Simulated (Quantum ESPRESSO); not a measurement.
# GaN (P6_3mc) in Quantum ESPRESSO: a series of runs, part 2 of 3

Quantum ESPRESSO 7.5.

### Step 3. Wannier functions, PBE

Contents of pw.in:

```
&CONTROL
  calculation = 'scf'
  prefix = 'pwscf'
  outdir = './tmp'
  pseudo_dir = './pseudo'
  tprnfor = .true.
  tstress = .true.
  disk_io = 'low'
/
&SYSTEM
  ibrav = 0
  celldm(1) = 8
  nat = 4
  ntyp = 2
  ecutwfc = 56
  ecutrho = 448
  nbnd = 33
  occupations = 'smearing'
  smearing = 'fd'
  degauss = 0.00367493
/
&ELECTRONS
  conv_thr = 8d-10
  electron_maxstep = 120
  mixing_beta = 0.5
/
ATOMIC_SPECIES
Ga    69.7230 ga_pbe_v1.4.uspp.F.UPF
N     14.0070 n_pbe_v1.2.uspp.F.UPF
CELL_PARAMETERS alat
  0.7511661345387   0.0000000000000   0.0000000000000
 -0.3755830672694   0.6505289549650   0.0000000000000
  0.0000000000000   0.0000000000000   1.2202906449771
ATOMIC_POSITIONS crystal
Ga     0.6666666667    0.3333333333    0.5000000000
Ga     0.3333333333    0.6666666667    0.0000000000
N      0.6666666667    0.3333333333    0.8750000000
N      0.3333333333    0.6666666667    0.3750000000
K_POINTS automatic
8 8 4 0 0 0
```

nscf.in is that of step 2.

Contents of pw2wan.in:

```
&INPUTPP
  prefix = 'pwscf'
  outdir = './tmp'
  seedname = 'w'
  write_mmn = .true.
  write_amn = .true.
/
```

bands.in is that of step 2.

Changes to w.win since step 2:

```diff
@@ -3,3 +3,3 @@
 guiding_centres = true
-dis_froz_max = 14.03
+dis_froz_max = 15.03
 dis_num_iter = 600
@@ -7,3 +7,3 @@
 dis_conv_tol = 1.0d-9
-num_iter = 1200
+num_iter = 0
 search_shells = 100
```

Potentials or basis: GBRV 1.5 PBE.

The run is started by

```
$ OMP_NUM_THREADS=1 pw.x -in pw.in > pw.out
$ OMP_NUM_THREADS=1 pw.x -in nscf.in > nscf.out
$ wannier90.x -pp w
$ OMP_NUM_THREADS=1 pw2wannier90.x -in pw2wan.in > pw2wan.out
$ wannier90.x w
$ OMP_NUM_THREADS=1 pw.x -in bands.in > bands.out
```

pw.out:

```text
This program is part of the open-source Quantum ESPRESSO suite
     for quantum simulation of materials; please cite
[... 9 lines left out ...]
     --------------------
     sticks:   dense  smooth     PW     G-vecs:    dense   smooth      PW
     Sum        1123     559    163                48899    17333    2863

     Using Slab Decomposition

     bravais-lattice index     =            0
     lattice parameter (alat)  =       8.0000  a.u.
     unit-cell volume          =     305.3064 (a.u.)^3
     number of atoms/cell      =            4
     number of atomic types    =            2
     number of electrons       =        48.00
     number of Kohn-Sham states=           33
     kinetic-energy cutoff     =      56.0000  Ry
     charge density cutoff     =     448.0000  Ry
     scf convergence threshold =      8.0E-10
     mixing beta               =       0.5000
     number of iterations used =            8  plain     mixing
     Exchange-correlation= SLA  PW   PBE  PBE
                           (   1   4   3   4   0   0   0)

[... 403 lines left out ...]
    -0.3946  -0.3946   4.7676   4.7676   7.1096   7.1096   9.5030   9.5030
    17.1465  17.1465  18.8023  18.8023  20.0558  20.0558  24.3261  24.3261
    25.9921

     the Fermi energy is    12.1019 ev

!    total energy              =    -871.09998293 Ry
     estimated scf accuracy    <          5.5E-11 Ry
     smearing contrib. (-TS)   =      -0.00000000 Ry
     internal energy E=F+TS    =    -871.09998293 Ry

     The total energy is F=E-TS. E is the sum of the following terms:
     one-electron contribution =    -672.24608541 Ry
     hartree contribution      =     362.09986878 Ry
     xc contribution           =    -108.20255786 Ry
     ewald contribution        =    -452.75120843 Ry

     convergence has been achieved in  10 iterations

     Forces acting on atoms (cartesian axes, Ry/au):

     atom    1 type  1   force =     0.00000000    0.00000000   -0.00531018
     atom    2 type  1   force =     0.00000000    0.00000000   -0.00531018
     atom    3 type  2   force =     0.00000000    0.00000000    0.00531018
     atom    4 type  2   force =     0.00000000    0.00000000    0.00531018

     Total force =     0.010620     Total SCF correction =     0.000017

     Computing stress (Cartesian axis) and pressure

          total   stress  (Ry/bohr**3)                   (kbar)     P=       76.17
   0.00046899   0.00000000   0.00000000           68.99        0.00        0.00
   0.00000000   0.00046899   0.00000000            0.00       68.99        0.00
   0.00000000   0.00000000   0.00061550            0.00        0.00       90.54

=------------------------------------------------------------------------------=
   JOB DONE.
=------------------------------------------------------------------------------=
```

It took 8.8 min on 1 thread of Arm Neoverse V1, shared host; peak memory 0.25 GiB.

Results:

```yaml
Free_energy: -11851.9190 eV
Pressure: 7.6 GPa
Largest_force: 0.137 eV/Å
Band_gap_on_the_k_mesh: 1.99 eV, direct
Band_gap_along_the_path: 1.99 eV, direct
Total_Wannier_spread: 20.46 Å² over 26 functions
RMS_miss_of_the_Wannier_bands: 0.006 eV
```

Forces in eV/Å, atoms in the order of the input:
```
Ga   0.000  0.000 -0.137
Ga   0.000  0.000 -0.137
N    0.000  0.000  0.137
N    0.000  0.000  0.137
```

Levels at the corners of the path, in eV from the valence-band top:
```
point  band 21  band 22  band 23  band 24  band 25  band 26  band 27  band 28
    Γ    -1.06    -0.06     0.00     0.00     1.99     4.31     9.26     9.94
    M    -4.27    -2.78    -2.26    -0.99     5.08     5.62     6.07     8.67
    K    -5.34    -3.04    -3.04    -2.71     5.13     7.88     7.88     8.44
    Γ    -1.06    -0.06     0.00     0.00     1.99     4.31     9.26     9.94
    A    -0.54    -0.54    -0.54    -0.54     4.31     4.31     8.55     8.55
    L    -1.96    -1.96    -1.93    -1.93     4.44     4.44     7.84     7.84
    H    -4.22    -4.22    -1.51    -1.51     6.50     6.50     7.33     7.33
    A    -0.54    -0.54    -0.54    -0.54     4.31     4.31     8.55     8.55
    L    -1.96    -1.96    -1.93    -1.93     4.44     4.44     7.84     7.84
    M    -4.27    -2.78    -2.26    -0.99     5.08     5.62     6.07     8.67
    K    -5.34    -3.04    -3.04    -2.71     5.13     7.88     7.88     8.44
    H    -4.22    -4.22    -1.51    -1.51     6.50     6.50     7.33     7.33
```

Wannier functions:
```csv
function,nearest atom,distance (Å),spread (Å²),on-site energy from the reference level (eV)
1,1 Ga,0.00,1.48,1.57
2,1 Ga,0.21,1.63,7.46
3,1 Ga,0.17,1.61,7.46
4,1 Ga,0.18,1.61,7.46
5,1 Ga,0.00,0.25,-14.20
6,1 Ga,0.00,0.25,-14.15
7,1 Ga,0.00,0.25,-14.15
8,1 Ga,0.00,0.25,-14.17
9,1 Ga,0.00,0.25,-14.17
10,2 Ga,0.00,1.48,1.56
11,2 Ga,0.22,1.63,7.45
12,2 Ga,0.17,1.61,7.47
13,2 Ga,0.17,1.61,7.47
14,2 Ga,0.00,0.25,-14.20
15,2 Ga,0.00,0.25,-14.15
16,2 Ga,0.00,0.25,-14.15
17,2 Ga,0.00,0.25,-14.17
18,2 Ga,0.00,0.25,-14.17
19,3 N,0.00,0.62,-11.57
20,3 N,0.05,0.67,-1.20
21,3 N,0.04,0.67,-1.16
22,3 N,0.04,0.67,-1.16
23,4 N,0.00,0.62,-11.57
24,4 N,0.05,0.67,-1.21
25,4 N,0.04,0.67,-1.16
26,4 N,0.04,0.67,-1.16
```

Parts of the spread (Å²): invariant 12.28, diagonal 0.006, off-diagonal 8.18, total 20.46. Against the direct bands the interpolation misses by 6 meV (root mean square) and 43 meV at most, for states up to 1 eV over the reference level.

### Step 4. Wannier functions, PBE

pw.in is that of step 3.

nscf.in is that of step 3.

Changes to pw2wan.in since step 3:

```diff
@@ -6,2 +6,6 @@
   write_amn = .true.
+  scdm_proj = .true.
+  scdm_entanglement = 'erfc'
+  scdm_mu = 15.03
+  scdm_sigma = 1
 /
```

bands.in is that of step 3.

Changes to w.win since step 3:

```diff
@@ -2,8 +2,5 @@
 num_bands = 39
-guiding_centres = true
-dis_froz_max = 15.03
-dis_num_iter = 600
-dis_mix_ratio = 0.5
-dis_conv_tol = 1.0d-9
-num_iter = 0
+auto_projections = true
+dis_num_iter = 0
+num_iter = 1200
 search_shells = 100
@@ -18,6 +15,2 @@
 exclude_bands = 1-6
-begin projections
-Ga: s;p;d
-N: s;p
-end projections
 begin unit_cell_cart
```

Potentials or basis: GBRV 1.5 PBE.

The run is started by

```
$ OMP_NUM_THREADS=1 pw.x -in pw.in > pw.out
$ OMP_NUM_THREADS=1 pw.x -in nscf.in > nscf.out
$ wannier90.x -pp w
$ OMP_NUM_THREADS=1 pw2wannier90.x -in pw2wan.in > pw2wan.out
$ wannier90.x w
$ OMP_NUM_THREADS=1 pw.x -in bands.in > bands.out
```

pw.out:

```text
This program is part of the open-source Quantum ESPRESSO suite
     for quantum simulation of materials; please cite
[... 9 lines left out ...]
     --------------------
     sticks:   dense  smooth     PW     G-vecs:    dense   smooth      PW
     Sum        1123     559    163                48899    17333    2863

     Using Slab Decomposition

     bravais-lattice index     =            0
     lattice parameter (alat)  =       8.0000  a.u.
     unit-cell volume          =     305.3064 (a.u.)^3
     number of atoms/cell      =            4
     number of atomic types    =            2
     number of electrons       =        48.00
     number of Kohn-Sham states=           33
     kinetic-energy cutoff     =      56.0000  Ry
     charge density cutoff     =     448.0000  Ry
     scf convergence threshold =      8.0E-10
     mixing beta               =       0.5000
     number of iterations used =            8  plain     mixing
     Exchange-correlation= SLA  PW   PBE  PBE
                           (   1   4   3   4   0   0   0)

     celldm(1)=   8.000000  celldm(2)=   0.000000  celldm(3)=   0.000000
     celldm(4)=   0.000000  celldm(5)=   0.000000  celldm(6)=   0.000000

     crystal axes: (cart. coord. in units of alat)
               a(1) = (   0.751166   0.000000   0.000000 )
               a(2) = (  -0.375583   0.650529   0.000000 )
               a(3) = (   0.000000   0.000000   1.220291 )

     reciprocal axes: (cart. coord. in units 2 pi/alat)
               b(1) = (  1.331263  0.768605 -0.000000 )
               b(2) = (  0.000000  1.537211  0.000000 )
               b(3) = (  0.000000 -0.000000  0.819477 )

     PseudoPot. # 1 for Ga read from file:
     ga_pbe_v1.4.uspp.F.UPF
     Pseudo is Ultrasoft + core correction, Zval = 19.0
     Generated by new atomic code, or converted to UPF format
     Using radial grid of  871 points,  6 beta functions with:
                l(1) =   0
                l(2) =   0
                l(3) =   1
                l(4) =   1
                l(5) =   2
                l(6) =   2
     Q(r) pseudized with  8 coefficients,  rinner =    1.250   1.250   1.250
                                                       1.250   1.250

     PseudoPot. # 2 for N  read from file:
     n_pbe_v1.2.uspp.F.UPF
     Pseudo is Ultrasoft + core correction, Zval =  5.0
     Generated by new atomic code, or converted to UPF format
     Using radial grid of  729 points,  4 beta functions with:
                l(1) =   0
                l(2) =   0
                l(3) =   1
                l(4) =   1
     Q(r) pseudized with  8 coefficients,  rinner =    0.900   0.900   0.900

     atomic species   valence    mass     pseudopotential
     Ga               19.00    69.72300     Ga( 1.00)
     N                 5.00    14.00700     N ( 1.00)

     12 Sym. Ops. (no inversion) found ( 6 have fractional translation)

   Cartesian axes

     site n.     atom                  positions (alat units)
         1        Ga     tau(   1) = (   0.3755831   0.2168430   0.6101453  )
         2        Ga     tau(   2) = (  -0.0000000   0.4336860   0.0000000  )
         3        N      tau(   3) = (   0.3755831   0.2168430   1.0677543  )
         4        N      tau(   4) = (  -0.0000000   0.4336860   0.4576090  )

     number of k points=    30  Fermi-Dirac smearing, width (Ry)=  0.0037
                       cart. coord. in units 2pi/alat
        k(    1) = (   0.0000000   0.0000000   0.0000000), wk =   0.0078125
        k(    2) = (   0.0000000   0.0000000   0.2048692), wk =   0.0156250
        k(    3) = (   0.0000000   0.0000000  -0.4097385), wk =   0.0078125
        k(    4) = (   0.0000000   0.1921513   0.0000000), wk =   0.0468750
        k(    5) = (   0.0000000   0.1921513   0.2048692), wk =   0.0937500
        k(    6) = (   0.0000000   0.1921513  -0.4097385), wk =   0.0468750
[... 22 lines left out ...]
        k(   29) = (   0.3328159   0.7686053   0.2048692), wk =   0.0937500
        k(   30) = (   0.3328159   0.7686053  -0.4097385), wk =   0.0468750

     Dense  grid:    48899 G-vectors     FFT dimensions: (  45,  45,  72)

     Smooth grid:    17333 G-vectors     FFT dimensions: (  30,  30,  48)

     Check: negative core charge=   -0.000001

     Initial potential from superposition of free atoms

     starting charge      46.0000, renormalised to      48.0000
     Starting wfcs are   32 randomized atomic wfcs +    1 random wfcs

     Self-consistent Calculation

     iteration #  1     ecut=    56.00 Ry     beta= 0.50
     Davidson diagonalization with overlap
     ethr =  1.00E-02,  avg # of iterations =  4.7

     total energy              =    -866.03268749 Ry
     estimated scf accuracy    <      10.87764732 Ry

     iteration #  2     ecut=    56.00 Ry     beta= 0.50
     Davidson diagonalization with overlap
     ethr =  1.00E-02,  avg # of iterations =  2.0
[... 50 lines left out ...]
     total energy              =    -871.09998292 Ry
     estimated scf accuracy    <          3.0E-09 Ry

     iteration # 10     ecut=    56.00 Ry     beta= 0.50
     Davidson diagonalization with overlap
     ethr =  6.16E-12,  avg # of iterations =  3.2

     End of self-consistent calculation

          k = 0.0000 0.0000 0.0000 (  2177 PWs)   bands (ev):

   -81.6659 -81.6657 -81.6657 -81.6655 -81.6655 -81.6645  -5.0214  -4.0504
    -2.3891  -2.3673  -2.3673  -2.3021  -2.3021  -2.1071  -2.1071  -2.0040
    -2.0040  -0.7633   3.8983   9.9812   9.9812  10.9842  11.0444  11.0444
    13.0344  15.3576  20.3019  20.9821  20.9821  21.9094  22.8295  22.8295
    25.6610

          k = 0.0000 0.0000 0.2049 (  2153 PWs)   bands (ev):
[... 81 lines left out ...]
   -81.6666 -81.6666 -81.6659 -81.6659 -81.6650 -81.6650  -3.9694  -3.9694
    -2.3130  -2.3130  -2.2055  -2.2055  -2.0993  -2.0993  -2.0219  -2.0219
    -1.0109  -1.0109   5.0994   5.0994   8.9933   8.9933   9.2667   9.2667
    15.7630  15.7630  18.9305  18.9305  21.0714  21.0714  23.1935  23.1935
    26.1001

          k = 0.0000-0.7686 0.0000 (  2180 PWs)   bands (ev):

   -81.6668 -81.6666 -81.6661 -81.6657 -81.6654 -81.6649  -4.0710  -3.8785
    -2.3191  -2.2939  -2.1967  -2.1501  -2.1009  -2.0948  -2.0146  -1.9774
    -0.8853  -0.3484   4.5535   5.7481   6.7694   8.2610   8.7825  10.0544
    16.1253  16.6672  17.1191  19.7177  21.4385  21.4947  23.5386  24.5311
    25.1604

          k = 0.0000-0.7686 0.2049 (  2170 PWs)   bands (ev):

   -81.6668 -81.6667 -81.6660 -81.6658 -81.6652 -81.6649  -4.0165  -3.8801
    -2.3325  -2.2637  -2.2409  -2.1545  -2.1237  -2.0521  -2.0131  -1.9905
    -0.8305  -0.4431   4.2785   5.1444   7.7054   8.4906   9.3178   9.7489
    15.3896  16.1639  18.6598  18.9509  21.4112  21.9001  21.9965  24.6144
    24.9008

          k = 0.0000-0.7686-0.4097 (  2160 PWs)   bands (ev):

   -81.6668 -81.6668 -81.6659 -81.6659 -81.6650 -81.6650  -3.9209  -3.9209
    -2.3222  -2.3222  -2.1909  -2.1909  -2.0775  -2.0775  -2.0067  -2.0067
    -0.6601  -0.6601   4.3976   4.3976   9.0832   9.0832   9.1175   9.1175
    15.4811  15.4811  18.8869  18.8869  21.0752  21.0752  23.3104  23.3104
    26.3764

          k = 0.1664 0.2882 0.0000 (  2153 PWs)   bands (ev):

   -81.6661 -81.6660 -81.6658 -81.6658 -81.6656 -81.6646  -4.6084  -3.9566
    -2.3316  -2.3230  -2.2556  -2.2499  -2.1560  -2.1371  -2.1022  -2.0602
    -1.9897  -0.4638   4.5323   7.7584   8.3328   9.2997  10.4788  10.4955
    15.1704  17.2863  19.0835  19.0848  21.5233  21.6600  22.0547  23.7920
    24.7718
[... 107 lines left out ...]
   -81.6666 -81.6666 -81.6662 -81.6662 -81.6650 -81.6650  -3.8832  -3.8832
    -2.2605  -2.2605  -2.2214  -2.2214  -2.0920  -2.0920  -2.0486  -2.0486
    -0.3946  -0.3946   4.7676   4.7676   7.1096   7.1096   9.5030   9.5030
    17.1465  17.1465  18.8023  18.8023  20.0558  20.0558  24.3261  24.3261
    25.9921

     the Fermi energy is    12.1019 ev

!    total energy              =    -871.09998293 Ry
     estimated scf accuracy    <          5.5E-11 Ry
     smearing contrib. (-TS)   =      -0.00000000 Ry
     internal energy E=F+TS    =    -871.09998293 Ry

     The total energy is F=E-TS. E is the sum of the following terms:
     one-electron contribution =    -672.24608541 Ry
     hartree contribution      =     362.09986878 Ry
     xc contribution           =    -108.20255786 Ry
     ewald contribution        =    -452.75120843 Ry

     convergence has been achieved in  10 iterations

     Forces acting on atoms (cartesian axes, Ry/au):

     atom    1 type  1   force =     0.00000000    0.00000000   -0.00531018
     atom    2 type  1   force =     0.00000000    0.00000000   -0.00531018
     atom    3 type  2   force =     0.00000000    0.00000000    0.00531018
     atom    4 type  2   force =     0.00000000    0.00000000    0.00531018

     Total force =     0.010620     Total SCF correction =     0.000017

     Computing stress (Cartesian axis) and pressure

          total   stress  (Ry/bohr**3)                   (kbar)     P=       76.17
   0.00046899   0.00000000   0.00000000           68.99        0.00        0.00
   0.00000000   0.00046899   0.00000000            0.00       68.99        0.00
   0.00000000   0.00000000   0.00061550            0.00        0.00       90.54

=------------------------------------------------------------------------------=
   JOB DONE.
=------------------------------------------------------------------------------=
```

It took 7.7 min on 1 thread of Arm Neoverse V1, shared host; peak memory 0.25 GiB.

What came out:

* Free energy: -11851.9190 eV
* Pressure: 7.6 GPa
* Largest force: 0.137 eV/Å
* Band gap on the k mesh: 1.99 eV, direct
* Band gap along the path: 1.99 eV, direct
* Total Wannier spread: 34.35 Å² over 26 functions
* RMS miss of the Wannier bands: 0.017 eV

Forces on the atoms (eV/Å):
```
Ga   0.000  0.000 -0.137
Ga   0.000  0.000 -0.137
N    0.000  0.000  0.137
N    0.000  0.000  0.137
```

Levels at the corners of the path, in eV from the valence-band top:
```tsv
point	band 22	band 23	band 24	band 25	band 26	band 27
Γ	-0.06	0.00	0.00	1.99	4.31	9.26
M	-2.78	-2.26	-0.99	5.08	5.62	6.07
K	-3.04	-3.04	-2.71	5.13	7.88	7.88
Γ	-0.06	0.00	0.00	1.99	4.31	9.26
A	-0.54	-0.54	-0.54	4.31	4.31	8.55
L	-1.96	-1.93	-1.93	4.44	4.44	7.84
H	-4.22	-1.51	-1.51	6.50	6.50	7.33
A	-0.54	-0.54	-0.54	4.31	4.31	8.55
L	-1.96	-1.93	-1.93	4.44	4.44	7.84
M	-2.78	-2.26	-0.99	5.08	5.62	6.07
K	-3.04	-3.04	-2.71	5.13	7.88	7.88
H	-4.22	-1.51	-1.51	6.50	6.50	7.33
```

Wannier functions:
```
function  nearest atom  distance (Å)  spread (Å²)  on-site energy from the reference level (eV)
       1           3 N          0.35         0.83                                         -4.07
       2           4 N          0.35         0.83                                         -4.05
       3           4 N          0.35         0.82                                         -4.08
       4           3 N          0.35         0.84                                         -4.00
       5           4 N          0.35         0.84                                         -4.01
       6           3 N          0.36         0.74                                         -4.33
       7          2 Ga          0.01         0.25                                        -13.91
       8          1 Ga          0.01         0.25                                        -13.97
       9          2 Ga          0.01         0.25                                        -13.92
      10          1 Ga          0.01         0.25                                        -13.93
      11          1 Ga          0.01         0.27                                        -13.71
      12          2 Ga          0.01         0.26                                        -13.75
      13          1 Ga          0.81         3.22                                          4.56
      14          2 Ga          0.85         3.03                                          4.40
      15          1 Ga          0.82         2.88                                          4.33
      16          2 Ga          0.01         0.27                                        -13.73
      17           4 N          0.36         0.73                                         -4.32
      18          1 Ga          0.01         0.27                                        -13.63
      19          2 Ga          0.01         0.27                                        -13.62
      20           3 N          0.35         0.82                                         -4.14
      21          1 Ga          1.21         3.26                                          4.79
      22          1 Ga          0.86         3.12                                          4.59
      23          2 Ga          0.82         2.95                                          4.36
      24          2 Ga          1.22         3.26                                          4.81
      25          1 Ga          0.01         0.28                                        -13.64
      26          2 Ga          0.84         3.54                                          4.93
```

Parts of the spread (Å²): invariant 22.42, diagonal 0.653, off-diagonal 11.27, total 34.35. Against the direct bands the interpolation misses by 17 meV (root mean square) and 100 meV at most, for states up to 1 eV over the reference level.

(Part 2 of 3 ends here.)
